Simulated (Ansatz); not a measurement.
# Is this PbS2 stable against decomposition?

Theory: Ansatz 0.2.0, DFT PBE, scalar-relativistic, plane waves, PAW. All cells share a 420 eV cutoff and Γ-centred k meshes spaced at most about 0.3 Å⁻¹ (2π included). No spin polarisation.

The zero of energy is the elements' standard structures at the same level; no fitted shifts are applied.

All energies are static (0 K, no zero-point motion). These runs have no spin–orbit coupling, which can matter for Pb. The reference form of S is held partly by dispersion forces, which this level lacks.

The competitors are the elements and 2 reference phases of this chemical system (from databases or known types: PbS, PbS2), relaxed at the same level; other known phases may be missing.

The candidate was reached from: WS2 type, changed on relaxing. The sheet is periodic along a and b; c holds vacuum.

```xyz
3
Lattice="3.7654 0.0000 0.0000 -1.8827 3.2610 0.0000 0.0000 0.0000 29.6855" Properties=species:S:1:pos:R:3 pbc="T T F"
Pb    0.0000    0.0000    8.4941
S     0.0000    2.1740    6.8139
S     0.0000    2.1740   10.1743
```

**Question.** Is it stable, and against what?

**Answer.** Not stable. Its formation energy is 0.256 eV/atom. The lowest competing mixture at this composition is this:

```csv
phase,space group,source,share of atoms,ΔE_f (eV/atom)
S,-,element,0.3333,-0.0011
PbS,Fm-3m (No. 225),COD,0.6667,-0.550
```

The lowest database cell of S (-0.0011) lies slightly below the reference, hence the non-zero entry.

The mixture lies at -0.367 eV/atom, and the candidate lies 0.62 eV/atom above it. The rivals are bulk phases, so the margin includes the cost of making a free sheet.
